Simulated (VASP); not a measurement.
C:

```
CELL_PARAMETERS angstrom
1.45115 0.83782 3.47487
-1.45115 0.83782 3.47487
0.00000 -1.67564 3.47487
ATOMIC_POSITIONS crystal
C 0.05770 0.05770 0.05770
C 0.94230 0.94230 0.94230
```

The cell was built by a generator and needn't be a form met in nature.

* Program: VASP 6.6.1
* Task: relaxation of cell and atoms
* Functional: PBE
* Potentials or basis: VASP PAW PBE potentials, release 64 (C)
* Cutoff: 600 eV
* k mesh: 9 × 9 × 9
* Occupations: gaussian, width 0.1 eV
* Spin: no spin polarisation

At the start: pressure 15.4 GPa; volume 12.67 Å³/atom.

Task: Where does the relaxation end?

Result: Over 58 steps the energy falls by 4247.5 meV/atom and the volume is 9.83 Å³/atom (-22.4 %); space group R-3m (No. 166, to 0.05 Å).

Step by step:
```
step  energy change (eV)  largest force (eV/Å)  pressure (GPa)  volume (Å³)
   1              0.0000                8.4398           15.41        25.35
   3              2.2813                1.8790          -28.34        29.71
   5             42.4504                3.8866         3158.14         4.98
   7              0.2369                0.2407          -28.45        17.94
   9             -0.2486                1.1450          -15.11        14.84
  11             -0.6318                3.3620           58.23        11.18
  13              1.3632                3.5386          685.01         7.59
  15             -1.1415                5.0651          374.99         8.63
  17             -2.3860                1.6555          254.97         9.23
  19             -3.3242                2.1314          375.49         8.12
  21             -5.3724                1.5169          248.20         9.16
  23             -6.7291                2.1285           67.27        10.86
  25             -6.9606                1.7670           53.48        11.18
  27             -7.6823                2.1154            4.95        13.33
  29             -7.7782                1.6774            7.42        13.25
  31             -8.1772                0.6012          -16.58        15.43
  33             -8.2414                1.7207           -9.76        15.80
  35             -8.3686                0.7462            8.27        15.40
  37             -8.3933                0.2568           10.03        15.49
  39             -8.4239                0.3452            1.84        16.14
  41             -8.4709                0.1854           -2.26        17.51
  43             -8.4727                0.4940           -3.71        18.14
  45             -8.4865                0.2810            2.85        18.40
  47             -8.4917                0.0648            0.53        18.75
  49             -8.4920                0.0579            0.10        18.82
  51             -8.4925                0.0067           -0.96        19.01
  53             -8.4933                0.0844           -0.42        19.16
  55             -8.4934                0.1509            0.10        19.28
  57             -8.4945                0.0365            1.11        19.53
  58             -8.4950                0.0125            0.08        19.66
```

Final structure:
```cif
data_structure
_symmetry_space_group_name_H-M 'P 1'
_symmetry_Int_Tables_number 1
_cell_length_a 3.9927
_cell_length_b 3.9927
_cell_length_c 3.9927
_cell_angle_alpha 35.991
_cell_angle_beta 35.991
_cell_angle_gamma 35.991
_cell_volume 19.66
loop_
_atom_site_label
_atom_site_type_symbol
_atom_site_fract_x
_atom_site_fract_y
_atom_site_fract_z
_atom_site_occupancy
C1 C 0.16658 0.16658 0.16658 1
C2 C 0.83342 0.83342 0.83342 1
```

Caveat: the standard files for N, O and F lose accuracy on very short bonds; the volume moved by over 15 % at a fixed basis, so the end points are rough.
